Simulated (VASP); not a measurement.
Runs of VASP 6.6.1 on Ag. It takes space group Fm-3m (No. 225, cubic). Conventional cell: a = 4.085 Å, b = 4.085 Å, c = 4.085 Å, α = 90.00°, β = 90.00°, γ = 90.00°. Ag (site symmetry m-3m) is surrounded by 12 Ag at 2.89 Å. 

| task | level | cell | cutoff (eV) | smearing | gap on the mesh (eV) | pressure (GPa) | relaxed volume (Å³/atom) |
| --- | --- | --- | --- | --- | --- | --- | --- |
| relaxation of cell and atoms | optPBE-vdW | relaxed | 600 | fermi-dirac 0.05 eV | none | 0.0 | 17.98 |
| relaxation of cell and atoms | vdW-DF | relaxed | 600 | fermi-dirac 0.05 eV | none | 0.0 | (b) |
| single point | PBE | as given | 520 | gaussian 0.023 eV | none | 4.1 | - |
| relaxation of cell and atoms | optB86b-vdW | relaxed | 600 | fermi-dirac 0.05 eV | none | 0.1 | - |
| relaxation of cell and atoms | vdW-DF2 | relaxed | 600 | fermi-dirac 0.05 eV | none | 0.1 | 20.00 |
| relaxation of cell and atoms | optB88-vdW | relaxed | 600 | fermi-dirac 0.05 eV | none | -0.1 | 17.56 |
| single point | PBE | as given | 520 | gaussian 0.013 eV | none | 4.1 | - |
| relaxation of cell and atoms | vdW-DF-cx | relaxed | 600 | fermi-dirac 0.05 eV | none | 0.1 | (a) |

Alike in all rows: potentials or basis VASP PAW PBE potentials, release 64 (Ag); no spin polarisation; k mesh 11 × 11 × 11.

**Question.** Fill in the values left out.

**Answer.** (a) 16.68; (b) 19.06.

Caveats: the PAW data sets were made with another functional, which shifts forces and pressure a little (some runs); the volume moved by +12 % from the deposited cell, more than functionals usually miss (some runs); the relaxation stopped at its first step, so nothing moved (some runs); the volume moved by over 15 % at a fixed basis, so the end points are rough (some runs); the volume moved by +17 % from the deposited cell, more than functionals usually miss (some runs).

A k mesh can miss the band edges, and the runs leave out spin-orbit coupling on Ag.

A gap of «none» marks a metal or a gap under the smearing width.
